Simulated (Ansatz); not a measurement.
MgS (Niningerite):

```
CELL_PARAMETERS angstrom
0.00000 2.60165 2.60165
2.60165 0.00000 2.60165
2.60165 2.60165 0.00000
ATOMIC_POSITIONS crystal
S 0.50000 0.50000 0.50000
Mg 0.00000 0.00000 0.00000
```

Base run:

```yaml
Program: Ansatz 0.2.0
Functional: PBE
Potentials_or_basis: all-electron LAPW, scalar-relativistic
Cutoff: 184 eV (chosen from the basis error)
Basis_error_allowed: 0.001 eV/atom
k_mesh: 9 × 9 × 9
Occupations: fermi-dirac, width 0.05 eV
Spin: no spin polarisation
```

Its results: band gap on the k mesh 2.92 eV, indirect (least direct gap 3.72 eV); pressure 1.2 GPa.

The run is repeated on the same cell with these changes: functional from PBE to PBEsol. What comes out?

Band gap on the k mesh 2.83 eV, indirect (least direct gap 3.59 eV); pressure -1.0 GPa.

PBEsol binds more tightly than PBE, so the same cell stands under less pressure.

Caveats: an odd mesh through Γ misses points on the zone boundary, where band edges often lie (some runs); the mesh misses the band edges, which the band path finds closer together (some runs).
